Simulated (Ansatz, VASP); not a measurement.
**Two plane-wave programs on ZrB2**

The input INCAR:

```
SYSTEM = ZrB2
ALGO = Normal
EDIFF = 1E-7
ENCUT = 520
GGA = CA
ISIF = 2
ISMEAR = 0
LASPH = .TRUE.
LCHARG = .FALSE.
LREAL = .FALSE.
LWAVE = .FALSE.
NBANDS = 16
NELM = 80
PREC = Accurate
SIGMA = 0.15
```

KPOINTS

```
k-points
0
G
  15 15 12
  0 0 0
```

The input POSCAR:

```
ZrB2
1.0
    3.2265000000      0.0000000000      0.0000000000
   -1.6132500000      2.7942309653      0.0000000000
    0.0000000000      0.0000000000      3.6633000000
Zr B
1 2
Direct
    0.0000000000      0.0000000000      0.0000000000
    0.3333333333      0.6666666667      0.5000000000
    0.6666666667      0.3333333333      0.5000000000
```

Input for Ansatz:

```yaml
crystal:
  lattice:
    - [3.2265, 0.0, 0.0]
    - [-1.61325, 2.7942309653, 0.0]
    - [0.0, 0.0, 3.6633]
  atoms:
    - { symbol: Zr, position: [0.0, 0.0, 0.0] }
    - { symbol: B, position: [0.3333333333, 0.6666666667, 0.5] }
    - { symbol: B, position: [0.6666666667, 0.3333333333, 0.5] }
basis:
  ecutwfc: 520.0
kpoints:
  mp_grid: { grid: [15, 15, 12] }
hamiltonian:
  xc: lda
  pseudopotentials: { kind: paw }
scf:
  occupations: { method: gaussian, width: 0.15 }
output:
  forces: true
  stress: true
  eigenvalues: true
```

Alike in both runs: task single point; functional LDA; k mesh 15 × 15 × 12; occupations gaussian, width 0.15 eV; no spin polarisation.

```csv
,VASP,Ansatz
version,VASP 6.6.1,Ansatz 0.2.0
potentials or method,"VASP PAW LDA potentials, release 64 (Zr_sv, B)","scalar-relativistic, plane waves, PAW"
plane-wave cutoff (eV),520,520
valence electrons in the cell,18,18
```

|  | VASP | Ansatz | Ansatz less VASP |
| --- | --- | --- | --- |
| gap on the k mesh at the Fermi level (eV) | none | none | - |
| pressure (GPa) | -22.1 | -22.5 | -0.37 |
| largest component of the traceless stress (GPa) | 2.27 | 2.28 | +0.010 |

A gap of «none» marks a metal or a gap that the smearing closes.

Caveats: so large a pressure means that the cell lies far from this level's equilibrium, or that cutoff or potentials fall short (VASP).
